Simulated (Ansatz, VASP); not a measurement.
## HfC: programs and potentials compared

The starting cell:

```
Hf C
1.0
     0.00000    2.32500    2.32500
     2.32500    0.00000    2.32500
     2.32500    2.32500    0.00000
Hf C
1 1
Direct
  0.50000 0.50000 0.50000
  0.00000 0.00000 0.00000
```

Alike in all runs: task relaxation of cell and atoms; functional LDA; k mesh 10 × 10 × 10; occupations fermi-dirac, width 0.05 eV; no spin polarisation; no spin-orbit coupling. LDA stands for any of its common fits.

```tsv
program and potentials	plane-wave cutoff (eV)	notes	equilibrium volume (Å³/atom)
Ansatz, Ansatz PAW	420	potentials made for PBE, which Ansatz adapts in part; 15 valence electrons an atom on average	11.95
Ansatz, all-electron LAPW, scalar-relativistic	-	-	11.96
VASP, LDA PAW files C, Hf_pv, 600 eV	600	7 valence electrons an atom on average	11.98
```

The equilibrium volume spans 11.95 (Ansatz, Ansatz PAW) to 11.98 Å³/atom (VASP, LDA PAW files C, Hf_pv, 600 eV), with all-electron results at 11.96. Relaxations stop with a little pressure left, so the last digit of a volume isn't settled.

Differences between rows come from potentials, basis sets and numerical settings, since the functional is the same but for its coding. Runs on potential files found faulty are left out.
